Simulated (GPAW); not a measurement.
This GPAW 26.7.0 run on Se needs a look.

The input run.py:

```python
from ase.filters import FrechetCellFilter
from ase.io import write
from ase.optimize import FIRE
from ase.spacegroup import crystal
from gpaw import GPAW, PW, setup_paths

setup_paths.insert(0, '.')

# Se 3a
atoms = crystal(['Se'],
                basis=[[0.7746, 0.7746, 0.0]],
                spacegroup=152, setting=1,  # P3_121
                cellpar=[4.05322103, 4.05322103, 4.59851489, 90.0, 90.0, 120.0],
                primitive_cell=True)
atoms.set_initial_magnetic_moments([12.5, 12.5, 12.5])

calc = GPAW(mode=PW(600),
            xc='GGA_X_PBEINT+GGA_C_PBEINT',
            kpts={'size': (4, 4, 3), 'gamma': True},
            occupations={'name': 'fermi-dirac', 'width': 0.05},
            nbands=19,
            convergence={'density': 1e-05, 'forces': 0.0001},
            maxiter=60,
            txt='gpaw.txt')
atoms.calc = calc
opt = FIRE(FrechetCellFilter(atoms), trajectory='relax.traj', logfile='-')
done = opt.run(fmax=0.02, steps=30)
calc.write('gs.gpw')
write('result.traj', atoms)
print('Converged:', done)
print('Cell:', atoms.cell.cellpar().round(4))
print('Volume:', round(atoms.get_volume(), 4))
print(atoms.get_scaled_positions().round(5))
```

Potentials or basis: PAW data sets generated in the run's folder for this functional, pw.

Launch:

```console
$ gpaw-setup -f GGA_X_PBEINT+GGA_C_PBEINT Se
$ OMP_NUM_THREADS=1 python run.py
```

gpaw.txt:

```text
__  _  _
 | _ |_)|_||  |
 |__||  | ||/\| - 26.7.0

Input parameters:
  mode=PW(ecut=600.0),
  convergence={'density': 1e-05, 'forces': 0.0001},
  kpts=MonkhorstPack(size=(4, 4, 3), gamma=True),
  maxiter=60,
  nbands=19,
  occupations=Occupations(name='fermi-dirac', width=0.05),
  xc=XC(name='GGA_X_PBEINT+GGA_C_PBEINT')
```

On the terminal:

```text
Traceback (most recent call last):
[... 18 lines left out ...]
RuntimeError: Magnetic moment larger than number of valence electrons (|12.5| > 6)
```

How did it end, and where is the flaw?

The program refused the input. The input holds a flaw that was put in on purpose: start moments larger than the valence allows (initial_magnetic_moments = [12.5, 12.5, 12.5]).
